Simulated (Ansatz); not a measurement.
# CoSi2 (Fm-3m) in Ansatz: a series of runs

Runs on CoSi2. Level: r2SCAN. Tasks: single point, equation of state.

All numbers are computed with Ansatz 0.2.0; they aren't measurements. Logs are shortened: lines on timing, memory, paths and dates and some standing lists are left out, and cuts for length are marked.

## (1) The crystal as given

It takes space group Fm-3m (No. 225, cubic). Conventional cell: a = 5.356 Å, b = 5.356 Å, c = 5.356 Å, α = 90.00°, β = 90.00°, γ = 90.00°. Co (site symmetry m-3m) has 8 Si at 2.32 Å as nearest neighbours. Around Si (site symmetry -43m) lie 4 Co at 2.32 Å.

## (2) Single point, r2SCAN, collinear spin, ferromagnetic start, 12.04 Å³/atom (volume scaled by 0.94)

Input file input.yaml:

```yaml
crystal:
  lattice:
    - [0.0, 2.6233315991, 2.6233315991]
    - [2.6233315991, 0.0, 2.6233315991]
    - [2.6233315991, 2.6233315991, 0.0]
  atoms:
    - { symbol: Co, position: [0.0, 0.0, 0.0], spin: 2.0 }
    - { symbol: Si, position: [0.75, 0.75, 0.75] }
    - { symbol: Si, position: [0.25, 0.25, 0.25] }
hamiltonian:
  xc: r2scan
  pseudopotentials: { kind: paw }
magnetization:
  spin_polarized: true
kpoints:
  mp_grid: { grid: [9, 9, 9] }
scf:
  occupations: { method: fermi_dirac, width: 0.05 }
output:
  forces: true
  stress: true
  eigenvalues: true
  write_density: true
  write_potential: true
  elf: true
  volumetric_format: npy
```

Potentials or basis: Ansatz PAW.

Run with:

```bash
> ansatz run input.yaml --threads 2 --pin off --max-ram 5632MiB --backend cpu --events-out ev --progress --plain --runs-dir out
```

Output:

```text
Warning: RAYON_NUM_THREADS=2 ignored (pool sized by the plan → 2); use --threads N
Engine: ansatz 0.2.0, aarch64-unknown-linux-gnu
Pseudopotentials: kind: paw
Pseudopotential: Co, paw, valence charge 17, recommended cutoff 500 eV (meta_gga), Co.paw.azcp
Pseudopotential: Si, paw, valence charge 4, recommended cutoff 500 eV (meta_gga), Si.paw.azcp
Functional definition: r2SCAN
  parameter k0 = 0.174
  parameter k1 = 0.065
  parameter a1 = 4.9479
  exchange = r2scan_x(k0 = k0, k1 = k1, a1 = a1)
  correlation = r2scan_c
Crystal: 3 atoms, lattice volume = 36.107 Å³
Basis set: ecut = 500 eV, 941 PW (Γ), exchange–correlation on 120×120×120 points (64 copies of the dense FFT grid, shifted against one another)
Bands: 18, of which v1, the nominal top of the filled ones, is band 13 counted from 1 (12 counted from 0)
Symmetry: 48 space group operations
Space group: Fm-3m (ITA 225), of the structure as read, at distance tolerance 3.3e-5 Å
Magnetic group: BNS 225.116 (UNI 1618), of the structure as read, at distance tolerance 3.3e-5 Å
k-points: 35 of 729
Non-local potential: Co, projectors of the file, l = 0: 3, l = 1: 2, l = 2: 3, l = 3: 1
Non-local potential: Si, projectors of the file, l = 0: 2, l = 1: 2, l = 2: 2
PAW form: soft (Blöchl's): semilocal exchange-correlation on the pseudo side does not see the compensation charge
PAW frozen core: Co, regenerated for the run's functional (the file was generated under x = pbe(κ = 0.804, μ = 0.2195149727645171), c = pbe(β = 0.06672455060314922))
PAW frozen core: Si, regenerated for the run's functional (the file was generated under x = pbe(κ = 0.804, μ = 0.2195149727645171), c = pbe(β = 0.06672455060314922))
PAW one-centre angular grid: Co, 590 points (default); XC on 160 Gauss nodes
PAW one-centre angular grid: Si, 302 points (default); XC on 160 Gauss nodes
Initial density: superposition of atomic densities (chi_scale 0.1, normalization cell)
Starting moments: Σ|m| = 2 μB on 1 of 3 sites
Initial wavefunctions: pseudopotential atomic-orbital guess
Functional: x = r2scan, c = r2scan; τ floored in thin density (d = 2e-4 eV/Å³)
SCF iter   1: F=—  HF=-6407.661253 eV  |F-HF|=—  |Δ(HF+E_count)|=         —  Δρ=8.77e-2 (↑8.77e-2 ↓3.77e-2)  dr2=1.51e0  dr2_τ=2.92e-2  dr2_m=9.34e-1  M=0.796 μB ∫|m|=1.511 μB  β_m=0.50  ethr=3.10e-3  ⟨swp⟩=6.1  Hψ=6697  notcnv=0
Mixer restart at iter 1: flushing history
preconditioner: auto → Kerker (q_TF=auto, 2.566 Å⁻¹)  [metal: Δε(μ)=0.020 eV  Ē_g=9.982 eV  σ=0.050 eV  W_gap=0.10  n_scr=14 (ndim 8)  ℏωp=25.5 eV  f_vac=0.000  D(μ)=2.44/eV (n_scr^D=26)]
spin=Collinear: Kerker preconditioning applied to the charge; magnetization (m = ρ↑ − ρ↓) channel mixes plain (no charge-response kernel on spin).
SCF iter   2: F=—  HF=-6407.799637 eV  |F-HF|=—  |Δ(HF+E_count)|=   1.38e-1  Δρ=5.28e-2 (↑3.39e-2 ↓5.28e-2)  dr2=9.51e-1  dr2_τ=1.82e-2  dr2_m=4.76e-1  M=0.683 μB ∫|m|=1.320 μB  β_m=0.56  ethr=3.10e-3  ⟨swp⟩=2.6  Hψ=2744  notcnv=0  defer=53  κ⁻¹=1.0e0(r=1)
[... 10 lines left out ...]
SCF iter  12: F=—  HF=-6410.855705 eV  |F-HF|=—  |Δ(HF+E_count)|=   1.73e-4  Δρ=4.02e-4 (↑4.02e-4 ↓3.57e-4)  dr2=1.02e-4  dr2_τ=8.57e-7  dr2_m=8.46e-6  M=-0.000 μB ∫|m|=0.005 μB  β_m=0.30  ethr=2.08e-6  ⟨swp⟩=1.9  Hψ=1729  notcnv=0  defer=80  κ⁻¹=4.0e-5(r=6)
SCF iter  13: F=—  HF=-6410.855659 eV  |F-HF|=—  |Δ(HF+E_count)|=   4.62e-5  Δρ=4.17e-4 (↑3.83e-4 ↓4.17e-4)  dr2=1.16e-4  dr2_τ=4.86e-7  dr2_m=1.95e-6  M=-0.001 μB ∫|m|=0.004 μB  β_m=0.30  ethr=4.06e-7  ⟨swp⟩=2.0  Hψ=2076  notcnv=0  defer=80  κ⁻¹=1.1e-5(r=7)
SCF iter  14: F=—  HF=-6410.855726 eV  |F-HF|=—  |Δ(HF+E_count)|=   6.68e-5  Δρ=2.76e-4 (↑2.76e-4 ↓2.65e-4)  dr2=4.35e-5  dr2_τ=5.72e-7  dr2_m=8.59e-7  M=-0.001 μB ∫|m|=0.003 μB  β_m=1.00  ethr=4.06e-7  ⟨swp⟩=1.1  Hψ=1320  notcnv=0  defer=80  κ⁻¹=1.1e-5(r=8)
SCF iter  15: F=—  HF=-6410.855812 eV  |F-HF|=—  |Δ(HF+E_count)|=   8.56e-5  Δρ=3.55e-5 (↑3.55e-5 ↓2.79e-5)  dr2=9.28e-7  dr2_τ=8.66e-8  dr2_m=1.17e-7  M=-0.001 μB ∫|m|=0.001 μB  β_m=0.79  ethr=1.74e-7  ⟨swp⟩=2.0  Hψ=2120  notcnv=0  defer=80  κ⁻¹=2.6e-6(r=8)
SCF iter  16: F=—  HF=-6410.855814 eV  |F-HF|=—  |Δ(HF+E_count)|=   2.34e-6  Δρ=7.88e-5 (↑7.88e-5 ↓4.35e-5)  dr2=3.35e-6  dr2_τ=1.52e-8  dr2_m=1.26e-7  M=-0.000 μB ∫|m|=0.001 μB  β_m=0.53  ethr=3.71e-9  ⟨swp⟩=2.0  Hψ=2122  notcnv=0  defer=80  κ⁻¹=1.1e-6(r=8)
SCF iter  17: F=—  HF=-6410.855816 eV  |F-HF|=—  |Δ(HF+E_count)|=   2.10e-6  Δρ=6.77e-5 (↑6.77e-5 ↓4.06e-5)  dr2=2.85e-6  dr2_τ=8.37e-9  dr2_m=6.38e-8  M=-0.000 μB ∫|m|=0.001 μB  β_m=0.30  ethr=3.71e-9  ⟨swp⟩=1.7  Hψ=1473  notcnv=0  defer=80  κ⁻¹=7.2e-7(r=8)
SCF iter  18: F=—  HF=-6410.855817 eV  |F-HF|=—  |Δ(HF+E_count)|=   1.50e-6  Δρ=3.22e-5 (↑3.22e-5 ↓1.66e-5)  dr2=5.39e-7  dr2_τ=1.34e-9  dr2_m=2.30e-8  M=-0.000 μB ∫|m|=0.000 μB  β_m=0.53  ethr=3.71e-9  ⟨swp⟩=2.1  Hψ=1933  notcnv=0  defer=80  κ⁻¹=2.6e-7(r=8)
SCF iter  19: F=—  HF=-6410.855818 eV  |F-HF|=—  |Δ(HF+E_count)|=   7.99e-7  Δρ=3.39e-6 (↑3.39e-6 ↓2.74e-6)  dr2=2.29e-9  dr2_τ=5.22e-10  dr2_m=2.25e-9  M=0.000 μB ∫|m|=0.000 μB  β_m=0.66  ethr=2.16e-9  ⟨swp⟩=2.6  Hψ=2230  notcnv=0  defer=80  κ⁻¹=7.3e-6(r=8)
SCF iter  20: F=—  HF=-6410.855818 eV  |F-HF|=—  |Δ(HF+E_count)|=   6.16e-9  Δρ=2.71e-6 (↑2.71e-6 ↓1.25e-6)  dr2=3.02e-9  dr2_τ=9.99e-12  dr2_m=3.06e-10  M=0.000 μB ∫|m|=0.000 μB  β_m=0.41  ethr=9.15e-12  ⟨swp⟩=2.5  Hψ=2191  notcnv=0  defer=80  κ⁻¹=1.6e-5(r=8)
SCF iter  21: F=—  HF=-6410.855818 eV  |F-HF|=—  |Δ(HF+E_count)|=   6.49e-9  Δρ=1.31e-6 (↑1.13e-6 ↓1.31e-6)  dr2=1.26e-9  dr2_τ=6.34e-12  dr2_m=3.74e-11  M=0.000 μB ∫|m|=0.000 μB  β_m=0.30  ethr=9.15e-12  ⟨swp⟩=2.1  Hψ=2080  notcnv=0  defer=80  κ⁻¹=1.2e-7(r=8)
SCF iter  22: F=—  HF=-6410.855818 eV  |F-HF|=—  |Δ(HF+E_count)|=   1.24e-9  Δρ=1.86e-6 (↑1.48e-6 ↓1.86e-6)  dr2=3.12e-9  dr2_τ=9.11e-12  dr2_m=2.83e-11  M=-0.000 μB ∫|m|=0.000 μB  β_m=0.36  ethr=5.05e-12  ⟨swp⟩=10.4  Hψ=7930  notcnv=0  κ⁻¹=7.8e-7(r=8)
SCF iter  23: F=-6410.855818 eV  HF=-6410.855818 eV  |F-HF|=3.64e-12  |Δ(HF+E_count)|=  1.73e-10  Δρ=2.43e-7 (↑1.76e-7 ↓2.43e-7)  dr2=2.90e-11  dr2_τ=3.07e-13  dr2_m=2.97e-12  M=0.000 μB ∫|m|=0.000 μB  ethr=5.05e-12  ⟨swp⟩=6.4  Hψ=5437  notcnv=0
SCF 1 converged in 23 iterations: F = -6410.855818 eV  dr2 = 2.90e-11
WARN: the starting moments were not kept: the SCF closed with an absolute magnetisation of 2.5e-6 μB, where they sum to 2 μB in size (1 site). That is at most 0.1 of that sum. Measured as dr2_m measures the in/out step, that magnetisation stands 6.5e-13 eV from none, at or under the dr2_threshold of 1.0e-7 eV: it is no larger than a step whose dr2_m would equal this threshold. The system may hold no moment; this SCF shows only that its start led to no more than that. To try another start: raise the starting moments (crystal.atoms[].spin, magnetization.per_species, magnetization.initial_magnetization, or on a non-collinear deck that types none of these the spinor_matrix: blocks that start its atoms; where the total moment is fixed, keep their sum and leave initial_magnetization as it is; typed ones take the place of any that the run laid by itself, positive ones on a crystal's lanthanoids without a Hubbard term where scf.initial_density.shell_occupations: [] is typed) or, if the notice of its spin-set hold's release reads "site moments contracting" or "site moments show no strong build", lengthen the hold (scf.mixing.spin_hold: { on: { confirm: 4 } }; for m-r²SCAN on two components see the key's manual first). Each may lead to a state that holds a moment. A second SCF, from the converged charge density, with the starting moments and any scf.initial_density.shell_occupations laid on it anew, would have followed, and was not run: the deck does not ask for one (magnetization.retry_lost_moments is false, the default). To let it run, set magnetization.retry_lost_moments: true and run the deck again, where that key's refused combinations let it; where memory then withholds it, that run's warning says so.
this state was not tested for a lower state beside it, because the mixer in use, unlike msr1, does not test its closes by its own steps (another_mixer; see scf.mixing.algorithm and scf.lower_state_search)
SCF converged after 23 iterations
Magnetization: 0.0000 μB (12.5000 up, 12.5000 down)
Absolute magnetization: 0.0000 μB (∫|ρ↑−ρ↓|, with the PAW one-centre terms)
Spin contamination: 0.0000 ħ² per cell (⟨S²⟩ above its minimum at these occupations)
Per-site moments (μB) at R_I (Å): [(-4.7504948285230174e-7, 0.9371471205405602), (4.921894375751024e-7, 0.9371471205405602), (4.921894375684526e-7, 0.9371471205405602)]
Free energy (F): -6410.855818 eV
Harris-Foulkes:  -6410.855818 eV  (|F-HF|=3.64e-12)
Internal energy: -6410.846566 eV  (E = F + TS)
E sigma→0 (E₀):  -6410.851192 eV
Entropy (-TS):   -0.009253 eV (-3.084 meV/atom)
Fermi energy:    13.791262 eV
--- Per-component energies (eV) ---
  E_band       = -287.213258
  E_kinetic    = 553.974801
  E_local      = -4030.140367  (includes V_loc(G=0)·N_el)
  E_nonlocal   = 502.544120
  E_hartree    = 1762.134220
  E_xc         = -267.318931
  E_vxc        = -340.362148  (∫ρ·V_xc dr)
  E_paw        = -2564.790298  (= ΣΔE_a)
  E_vpaw       = -517.286181  (= ΣTr[D̂ρ^β])
  E_aug_tail   = 0.000039  (compensation charges beyond the density's cutoff)
  E_vtau       = 19.787614  (kinetic-family band-sum trace: ∫τ·v_τ [+ j·A + Jᵃ·Aᵃ] dr)
  E_ewald      = -2366.802078
  E_core_change = -0.448072  (= ΣΔE_core)
  E_smearing   = -0.009253  (= −TS)
  E_closure    = 0.000000  (closes the sum)
  Σ components = -6410.855818   (vs F -6410.855818, Δ=0.00e0)
--- Forces (eV/Å), atoms counted from 1 ---
  atom   1  Co    -0.00000000     0.00000000    -0.00000000
  atom   2  Si    -0.00000000     0.00000000     0.00000000
  atom   3  Si    -0.00000000    -0.00000000    -0.00000000
  max |Σ_I F_I| component: 5.55e-17 eV/Å
--- Stress (GPa, compression-positive) ---
        8.378672      -0.000000       0.000000
       -0.000000       8.378672      -0.000000
        0.000000       0.000000       8.378672
  P = ⅓ Tr σ = 8.3787 GPa (83.787 kbar)
--- Band table (eV; the first three rows and the last of 70) ---
  k-point 0 ↑: bands = ["-84.4745", "-46.3502", "-46.3502", "-46.3502", "-0.4893", "9.2634", "9.2634", "9.2634", "11.5823", "11.5823", "15.7404", "17.3943", "17.3943", "17.3943", "17.7362", "17.7362", "17.7362", "20.2392"]
  k-point 1 ↑: bands = ["-84.4745", "-46.3506", "-46.3502", "-46.3502", "-0.2820", "8.8292", "9.3367", "9.3367", "11.5236", "11.5236", "15.0397", "16.3015", "16.4711", "16.4711", "18.6870", "18.6870", "19.6005", "19.6005"]
  k-point 2 ↑: bands = ["-84.4745", "-46.3517", "-46.3504", "-46.3504", "0.3324", "7.6728", "9.5193", "9.5193", "11.4376", "11.4376", "13.2487", "15.3899", "15.3899", "16.8784", "18.3557", "18.3557", "19.3401", "20.5973"]
  k-point 34 ↓: bands = ["-84.4744", "-46.3530", "-46.3525", "-46.3515", "4.4809", "5.4027", "7.3518", "7.4681", "11.0385", "11.3226", "11.7971", "12.1892", "13.0216", "17.6049", "18.2594", "19.9289", "21.7585", "24.1981"]
```

It took 8.3 s on 2 threads of Arm Neoverse V2, shared host; peak memory 0.46 GiB.

What came out:

* Free energy: -6410.8558 eV
* Pressure: 8.4 GPa
* Band gap on the k mesh: none (metal or under the smearing width)
* Net moment: 0.00 μB per cell
* Absolute moment: 0.00 μB per cell

Caveat: the magnetic or orbital state may not be the lowest; the starting moments collapsed, and a magnetic state may lie lower; the PAW data sets come from PBE, with cores solved anew for the run's functional, which leaves a small shift of forces and pressure; the starting moments weren't kept.

## (3) Single point, r2SCAN, collinear spin, ferromagnetic start, 12.29 Å³/atom (volume scaled by 0.96)

Changes to input.yaml since step 2:

```diff
@@ -2,5 +2,5 @@
   lattice:
-    - [0.0, 2.6233315991, 2.6233315991]
-    - [2.6233315991, 0.0, 2.6233315991]
-    - [2.6233315991, 2.6233315991, 0.0]
+    - [0.0, 2.641806374, 2.641806374]
+    - [2.641806374, 0.0, 2.641806374]
+    - [2.641806374, 2.641806374, 0.0]
   atoms:
@@ -22,5 +22 @@
   eigenvalues: true
-  write_density: true
-  write_potential: true
-  elf: true
-  volumetric_format: npy
```

Potentials or basis: Ansatz PAW.

Run with:

```bash
> ansatz run input.yaml --threads 2 --pin off --max-ram 5632MiB --backend cpu --events-out ev --progress --plain --runs-dir out
```

Run time: 6.7 s. Hardware: 2 threads of Arm Neoverse V2, shared host; peak memory 0.46 GiB.

The run converged. Its results:

```yaml
Free_energy: -6410.8845 eV
Pressure: 3.7 GPa
Band_gap_on_the_k_mesh: none (metal or under the smearing width)
Net_moment: 0.00 μB per cell
Absolute_moment: 0.00 μB per cell
```

Caveat: the magnetic or orbital state may not be the lowest; the starting moments collapsed, and a magnetic state may lie lower; the PAW data sets come from PBE, with cores solved anew for the run's functional, which leaves a small shift of forces and pressure; the starting moments weren't kept.

## (4) Single point, r2SCAN, collinear spin, ferromagnetic start, 12.55 Å³/atom (volume scaled by 0.98)

Changes to input.yaml since step 3:

```diff
@@ -2,5 +2,5 @@
   lattice:
-    - [0.0, 2.641806374, 2.641806374]
-    - [2.641806374, 0.0, 2.641806374]
-    - [2.641806374, 2.641806374, 0.0]
+    - [0.0, 2.6600263041, 2.6600263041]
+    - [2.6600263041, 0.0, 2.6600263041]
+    - [2.6600263041, 2.6600263041, 0.0]
   atoms:
@@ -22 +22,5 @@
   eigenvalues: true
+  write_density: true
+  write_potential: true
+  elf: true
+  volumetric_format: npy
```

Run with:

```bash
> ansatz run input.yaml --threads 2 --pin off --max-ram 5632MiB --backend cpu --events-out ev --progress --plain --runs-dir out
```

It took 7.6 s on 2 threads of Arm Neoverse V2, shared host; peak memory 0.46 GiB.

Results (log left out):

```yaml
Free_energy: -6410.8920 eV
Pressure: -0.5 GPa
Band_gap_on_the_k_mesh: none (metal or under the smearing width)
Net_moment: 0.00 μB per cell
Absolute_moment: 0.00 μB per cell
```

Caveat: the magnetic or orbital state may not be the lowest; the starting moments collapsed, and a magnetic state may lie lower; the PAW data sets come from PBE, with cores solved anew for the run's functional, which leaves a small shift of forces and pressure; the starting moments weren't kept.

## (5) Single point, r2SCAN, collinear spin, ferromagnetic start, 12.80 Å³/atom

Changes to input.yaml since step 4:

```diff
@@ -2,5 +2,5 @@
   lattice:
-    - [0.0, 2.6600263041, 2.6600263041]
-    - [2.6600263041, 0.0, 2.6600263041]
-    - [2.6600263041, 2.6600263041, 0.0]
+    - [0.0, 2.678, 2.678]
+    - [2.678, 0.0, 2.678]
+    - [2.678, 2.678, 0.0]
   atoms:
@@ -22,5 +22 @@
   eigenvalues: true
-  write_density: true
-  write_potential: true
-  elf: true
-  volumetric_format: npy
```

Run with:

```bash
> ansatz run input.yaml --threads 2 --pin off --max-ram 5632MiB --backend cpu --events-out ev --progress --plain --runs-dir out
```

It took 7.1 s on 2 threads of Arm Neoverse V2, shared host; peak memory 0.46 GiB.

Results (log left out):

```
Free energy            : -6410.8804 eV
Pressure               : -4.2 GPa
Band gap on the k mesh : none (metal or under the smearing width)
Net moment             : 0.00 μB per cell
Absolute moment        : 0.00 μB per cell
```

Caveat: the magnetic or orbital state may not be the lowest; the starting moments collapsed, and a magnetic state may lie lower; the PAW data sets come from PBE, with cores solved anew for the run's functional, which leaves a small shift of forces and pressure; the starting moments weren't kept.

## (6) Single point, r2SCAN, collinear spin, ferromagnetic start, 13.06 Å³/atom (volume scaled by 1.02)

Changes to input.yaml since step 5:

```diff
@@ -2,5 +2,5 @@
   lattice:
-    - [0.0, 2.678, 2.678]
-    - [2.678, 0.0, 2.678]
-    - [2.678, 2.678, 0.0]
+    - [0.0, 2.6957356162, 2.6957356162]
+    - [2.6957356162, 0.0, 2.6957356162]
+    - [2.6957356162, 2.6957356162, 0.0]
   atoms:
```

Potentials or basis: Ansatz PAW.

Run with:

```bash
> ansatz run input.yaml --threads 2 --pin off --max-ram 5632MiB --backend cpu --events-out ev --progress --plain --runs-dir out
```

Wall time 6.9 s (2 threads of Arm Neoverse V2, shared host); peak memory 0.47 GiB.

Results (log left out):

| Property | Result |
| --- | --- |
| Free energy | -6410.8519 eV |
| Pressure | -7.6 GPa |
| Band gap on the k mesh | none (metal or under the smearing width) |
| Net moment | 0.00 μB per cell |
| Absolute moment | 0.00 μB per cell |

Caveat: the magnetic or orbital state may not be the lowest; the starting moments collapsed, and a magnetic state may lie lower; the PAW data sets come from PBE, with cores solved anew for the run's functional, which leaves a small shift of forces and pressure; the starting moments weren't kept.

## (7) Single point, r2SCAN, collinear spin, ferromagnetic start, 13.32 Å³/atom (volume scaled by 1.04)

Changes to input.yaml since step 6:

```diff
@@ -2,5 +2,5 @@
   lattice:
-    - [0.0, 2.6957356162, 2.6957356162]
-    - [2.6957356162, 0.0, 2.6957356162]
-    - [2.6957356162, 2.6957356162, 0.0]
+    - [0.0, 2.7132408834, 2.7132408834]
+    - [2.7132408834, 0.0, 2.7132408834]
+    - [2.7132408834, 2.7132408834, 0.0]
   atoms:
```

Run with:

```bash
> ansatz run input.yaml --threads 2 --pin off --max-ram 5632MiB --backend cpu --events-out ev --progress --plain --runs-dir out
```

Run time: 6.8 s. Hardware: 2 threads of Arm Neoverse V2, shared host; peak memory 0.46 GiB.

It converged, with:

- Free energy: -6410.8082 eV
- Pressure: -10.6 GPa
- Band gap on the k mesh: none (metal or under the smearing width)
- Net moment: 0.00 μB per cell
- Absolute moment: 0.00 μB per cell

Caveat: the magnetic or orbital state may not be the lowest; the starting moments collapsed, and a magnetic state may lie lower; the PAW data sets come from PBE, with cores solved anew for the run's functional, which leaves a small shift of forces and pressure; the starting moments weren't kept.

## (8) Single point, r2SCAN, collinear spin, ferromagnetic start, 13.57 Å³/atom (volume scaled by 1.06)

Changes to input.yaml since step 7:

```diff
@@ -2,5 +2,5 @@
   lattice:
-    - [0.0, 2.7132408834, 2.7132408834]
-    - [2.7132408834, 0.0, 2.7132408834]
-    - [2.7132408834, 2.7132408834, 0.0]
+    - [0.0, 2.7305231384, 2.7305231384]
+    - [2.7305231384, 0.0, 2.7305231384]
+    - [2.7305231384, 2.7305231384, 0.0]
   atoms:
@@ -22 +22,5 @@
   eigenvalues: true
+  write_density: true
+  write_potential: true
+  elf: true
+  volumetric_format: npy
```

Run with:

```bash
> ansatz run input.yaml --threads 2 --pin off --max-ram 5632MiB --backend cpu --events-out ev --progress --plain --runs-dir out
```

Run time: 8.4 s. Hardware: 2 threads of Arm Neoverse V2, shared host; peak memory 0.47 GiB.

It converged, with:

- Free energy: -6410.7510 eV
- Pressure: -13.2 GPa
- Band gap on the k mesh: none (metal or under the smearing width)
- Net moment: 0.00 μB per cell
- Absolute moment: 0.00 μB per cell

Caveat: the magnetic or orbital state may not be the lowest; the starting moments collapsed, and a magnetic state may lie lower; the PAW data sets come from PBE, with cores solved anew for the run's functional, which leaves a small shift of forces and pressure; the starting moments weren't kept.

## (9) Equation of state, r2SCAN, collinear spin, ferromagnetic start

Potentials or basis: Ansatz PAW.

No new run: the results of the series are fitted here.

What came out:

```
Equilibrium volume                      : 12.52 Å³/atom
Bulk modulus                            : 196 GPa
Pressure derivative of the bulk modulus : 4.6
```

Energy against volume, from the lowest point:
| volume (Å³/atom) | energy (meV/atom) |
| --- | --- |
| 12.036 | 12.06 |
| 12.292 | 2.48 |
| 12.548 | 0.00 |
| 12.804 | 3.86 |
| 13.060 | 13.37 |
| 13.316 | 27.94 |
| 13.572 | 46.99 |

Caveat: the magnetic or orbital state may not be the lowest; the PAW data sets were made with another functional, which shifts forces and pressure a little.
